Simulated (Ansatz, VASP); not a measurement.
KCl in VASP and in Ansatz

```
K Cl
1.0
     3.56132    0.00000    0.00000
     0.00000    3.56132    0.00000
     0.00000    0.00000    3.63400
K Cl
1 1
Direct
  0.00000 0.00000 0.00000
  0.50000 0.50000 0.50000
```

Change from the starting cell: equal xx and yy strain of -2 %.

Alike in both runs: task single point; functional PBEsol; k mesh 7 × 7 × 7; occupations fermi-dirac, width 0.02 eV; no spin polarisation.

```csv
,VASP,Ansatz
version,VASP 6.6.1,Ansatz 0.2.0
potentials or method,"VASP PAW PBE potentials, release 64 (K_sv, Cl), cutoff 520 eV","all-electron LAPW, scalar-relativistic"
```

```csv
,VASP,Ansatz,Ansatz less VASP
gap on the k mesh at the Fermi level (eV),5.56,5.57,+0.005
pressure (GPa),3.8,3.7,-0.12
largest component of the traceless stress (GPa),0.71,0.71,+0.001
```

Ansatz ran all-electron here, so the differences hold the error of VASP's frozen core and of both bases.

Caveats: the PAW data sets were made with another functional, which shifts forces and pressure a little (VASP); an odd mesh through Γ misses points on the zone boundary, where band edges often lie.
